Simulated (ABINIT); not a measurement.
Input of an ABINIT 10.8.3 (patched build) run:

The input run.abi:

```
# Datasets: ground state, then fixed potential
ndtset 2

# Pseudopotentials
pp_dirpath "./"
pseudos "I.GGA_PBE-ansatz.xml, K.GGA_PBE-ansatz.xml"

# Structure
acell 3*1.0
rprim
     0.0000000000     6.6759772099     6.6759772099
     6.6759772099     0.0000000000     6.6759772099
     6.6759772099     6.6759772099     0.0000000000
ntypat 2
znucl 53 19
natom 2
typat 1 2
xred
     0.5000000000     0.5000000000     0.5000000000
     0.0000000000     0.0000000000     0.0000000000

# Plane-wave basis
ecut 18.0
pawecutdg 36.0

# Exchange and correlation
ixc -497498
usekden 1
pawxcdev 0

# Bands and occupations
occopt 3
tsmear 0.00183747

# SCF cycle
nstep 100

# Output
iomode 3
prtwf 0
prteig 0
prtebands 0
enunit 1
prtden1 1
prtkden1 1
prtvha1 1
prtvclmb1 1
prtpot1 1

# Dataset 1
kptopt1 1
ngkpt1 7 7 7
nshiftk1 1
shiftk1 0.0 0.0 0.0
nband1 17
tolvrs1 1.0e-7

# Dataset 2: bands along G-X-W-K-G-L-U-W-L-K
iscf2 -2
getden2 1
getkden2 1
nband2 23
nbdbuf2 4
tolwfr2 1.0e-11
kptopt2 -9
ndivsm2 5
prteig2 1
prtvol2 -3
kptbounds2
     0.0000000000     0.0000000000     0.0000000000
     0.5000000000     0.0000000000     0.5000000000
     0.5000000000     0.2500000000     0.7500000000
     0.3750000000     0.3750000000     0.7500000000
     0.0000000000     0.0000000000     0.0000000000
     0.5000000000     0.5000000000     0.5000000000
     0.6250000000     0.2500000000     0.6250000000
     0.5000000000     0.2500000000     0.7500000000
     0.5000000000     0.5000000000     0.5000000000
     0.3750000000     0.3750000000     0.7500000000
```

Potentials or basis: Ansatz PAW PBE default generated set, frozen core.

The run is started by

```sh
$ mpirun --bind-to none -np 4 abinit run.abi > log 2>&1
```

Question: Estimate the band gap along the path.

Answer: 4.61 eV, direct.

Question: Estimate the band gap on the k mesh.

Answer: 4.61 eV, direct.

Question: Estimate the pressure.

Answer: 0.1 GPa.

Levels at the corners of the path, in eV from the valence-band top:
| point | band 9 | band 10 | band 11 | band 12 | band 13 | band 14 | band 15 | band 16 | band 17 | band 18 |
| --- | --- | --- | --- | --- | --- | --- | --- | --- | --- | --- |
| Γ | -12.30 | -10.81 | 0.00 | 0.00 | 0.00 | 4.61 | 7.06 | 7.06 | 7.06 | 7.92 |
| X | -12.32 | -10.65 | -1.02 | -0.37 | -0.37 | 5.38 | 6.50 | 8.85 | 9.44 | 9.55 |
| W | -12.34 | -10.59 | -0.74 | -0.74 | -0.60 | 6.98 | 6.98 | 7.39 | 8.98 | 9.58 |
| K | -12.32 | -10.59 | -0.87 | -0.76 | -0.39 | 6.10 | 7.37 | 8.19 | 9.08 | 9.27 |
| Γ | -12.30 | -10.81 | 0.00 | 0.00 | 0.00 | 4.61 | 7.06 | 7.06 | 7.06 | 7.92 |
| L | -12.31 | -10.51 | -1.32 | -0.34 | -0.34 | 6.03 | 8.34 | 8.78 | 8.78 | 9.41 |
| U | -12.32 | -10.59 | -0.87 | -0.76 | -0.39 | 6.10 | 7.37 | 8.19 | 9.08 | 9.27 |
| W | -12.34 | -10.59 | -0.74 | -0.74 | -0.60 | 6.98 | 6.98 | 7.39 | 8.98 | 9.58 |
| L | -12.31 | -10.51 | -1.32 | -0.34 | -0.34 | 6.03 | 8.34 | 8.78 | 8.78 | 9.41 |
| K | -12.32 | -10.59 | -0.87 | -0.76 | -0.39 | 6.10 | 7.37 | 8.19 | 9.08 | 9.27 |

Caveat: the PAW data sets were made with another functional, which shifts forces and pressure a little; spin-orbit coupling is left out, which moves the levels of the heavy elements.

**What was measured.**

From a printed reference work, monograph, for a bulk crystal of KI: band gap 6.32 eV.

Against the measured gap of KI, 6.32 eV (a printed reference work, monograph), the calculated 4.61 eV is off by -1.71 eV. Spin-orbit coupling on I is left out. The value is that of r2SCAN, without temperature or zero-point motion.
